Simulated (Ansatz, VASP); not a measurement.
## Two plane-wave programs on InGa3As2

```
In Ga As
1.0
     5.08228    0.00000    0.00000
     0.00000    5.08228    0.00000
     0.00000    0.00000    7.95667
In Ga As
1 3 2
Direct
  0.50000 0.50000 0.00000
  0.00000 0.50000 0.50000
  0.50000 0.00000 0.50000
  0.00000 0.00000 0.50000
  0.50000 0.50000 0.32204
  0.50000 0.50000 0.67796
```

Alike in both runs: functional PBE; k mesh 4 × 4 × 4; occupations gaussian, width 0.1 eV; no spin polarisation.

Ansatz relaxed the structure, and its values are those at the end. VASP's run is a single point on that final structure, the one shown.

|  | VASP | Ansatz |
| --- | --- | --- |
| version | VASP 6.6.1 | Ansatz 0.2.0 |
| potentials or method | VASP PAW PBE potentials, release 64 (In_d, Ga_d, As) | scalar-relativistic, plane waves, PAW |
| plane-wave cutoff (eV) | 520 | 420 |
| valence electrons in the cell | 62 | 82 |

```csv
,VASP,Ansatz,Ansatz less VASP
gap on the k mesh at the Fermi level (eV),none,none,-
pressure (GPa),0.2,0.1,-0.05
rms of the force components (eV/Å),0.006,0.007,+0.0009
```

A gap of «none» marks a metal or a gap that the smearing closes. With one functional, cell and mesh, what is left measures potentials, basis and numerics. The two sets of potentials don't hold the same shells in valence.
